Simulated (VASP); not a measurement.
Set up this calculation in VASP 6.6.1, as the native input.

| Property | Result |
| --- | --- |
| Task | single point |
| Functional | PBE |
| Potentials or basis | VASP PAW PBE potentials, release 64 (Au) |
| Cutoff | 520 eV |
| k mesh | 15 × 15 × 2 |
| Occupations | gaussian, width 0.1 eV |
| Spin | no spin polarisation |
| Dipole correction | no |
| Further INCAR settings | ALGO = Fast; EDIFF = 1e-07; NBANDS = 78 |

The structure of Au (an interface model) lies in POSCAR:

```
Au
1.0
    2.9402301150      0.0000000000      0.0000000000
   -1.4701150575      2.5463139726      0.0000000000
    0.0000000000      0.0000000000     28.8082540326
Au
12
Direct
    0.0000000000      0.0000000000      0.0000000000
    0.3333333333      0.6666666667      0.0833333333
    0.6666666667      0.3333333333      0.1666666667
    1.0000000000      1.0000000000      0.2500000000
    0.3333333333      0.6666666667      0.3333333333
    0.6666666667      0.3333333333      0.4166666667
    0.3333333333      0.6666666667      0.9166666667
    0.6666666667      0.3333333333      0.8333333333
    1.0000000000      1.0000000000      0.7500000000
    0.3333333333      0.6666666667      0.6666666667
    0.6666666667      0.3333333333      0.5833333333
    1.0000000000      1.0000000000      0.5000000000
```

These files were run (other wordings do the same):

INCAR

```
SYSTEM = Au
PREC = Accurate ; ENCUT = 520
EDIFF = 1E-7 ; ISMEAR = 0
SIGMA = 0.1 ; LREAL = .False.
LASPH = .True. ; NELM = 100
ALGO = Fast ; ISIF = 2
LWAVE = .False. ; LCHARG = .False.
GGA = PE ; NBANDS = 78
```

KPOINTS

```
regular mesh
0
Gamma
  15 15 2
  0 0 0
```

Potentials or basis: VASP PAW PBE potentials, release 64 (Au).

Run with:

```sh
$ cat potpaw_PBE.64/Au/POTCAR > POTCAR
$ mpirun -np 1 vasp_std > vasp.out
```

Results of the run:

- Pressure: -0.3 GPa
- Largest force: 0.036 eV/Å
- Band gap on the k mesh: none (metal or under the smearing width)

It took 9.1 min on 1 thread of Intel(R) Xeon(R) 6975P-C (Granite Rapids), with other jobs on the host, peak memory 0.74 GiB.
